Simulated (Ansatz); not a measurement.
SnO2 (fluorite), relaxed with r2SCAN in Ansatz 0.2.0. It is cubic, Fm-3m (No. 225); a = 5.067 Å in the conventional setting, 10.84 Å³ an atom. Sn has 8 O at 2.19 Å; O has 4 Sn at 2.19 Å.

The axes x, y and z are those of this cell:
```xyz
3
Lattice="0.0000 2.5335 2.5335 2.5335 0.0000 2.5335 2.5335 2.5335 0.0000" Properties=species:S:1:pos:R:3 pbc="T T T"
Sn    0.0000    0.0000    0.0000
O     1.2667    1.2667    1.2667
O     3.8002    3.8002    3.8002
```

Unstrained: The r2SCAN gap is indirect, 0.838 eV (W to Γ), below the direct gap of 2.269 eV at Γ. The HSE06 gap is indirect, 1.684 eV (W to Γ), below the direct gap of 3.172 eV at Γ. Meshes: r2SCAN 8×8×8, HSE06 6×6×6. Strains are changes of length per length, and xy shears are angles. After each strain the atoms were relaxed again with r2SCAN within the symmetry that the strain leaves, so tilts or polar shifts that break it weren't tested; points keep the names that they have in the unstrained zone. Note: simulated data, non-magnetic, for a generated structure that need not be the stable one.

(1) One strain changed the r2SCAN stress by xx +12.96, yy +12.96, zz +12.96 GPa (compression positive) and the gap by +0.544 eV (r2SCAN), +0.595 eV (HSE06). Which kind of strain was it, and roughly how large?

(2) Apply xy shear, engineering strain (angle) -1.48 %. How far does the gap move, against the unstrained cell?

(3) Apply uniaxial -5.53 % along [111], other directions held. How far does the gap move, against the unstrained cell?

Results:

(1) Isotropic -1.67 % on every length. The pattern of the stress gives the kind; the size needs the stiffness, so it is an estimate.

(2) r2SCAN: the gap goes from 0.838 to 0.841 eV (+0.003 eV). The r2SCAN energy rises by 0.1 meV an atom.

(3) r2SCAN: the gap goes from 0.838 to 1.497 eV (+0.659 eV). HSE06: the gap goes from 1.684 to 2.402 eV (+0.718 eV). The r2SCAN energy rises by 31.4 meV an atom.

No spin-orbit coupling is included; it can move band edges with weight on the heavy atoms by tenths of an eV.

The meshes of the hybrids are coarse, so their gaps aren't converged to the digits shown.
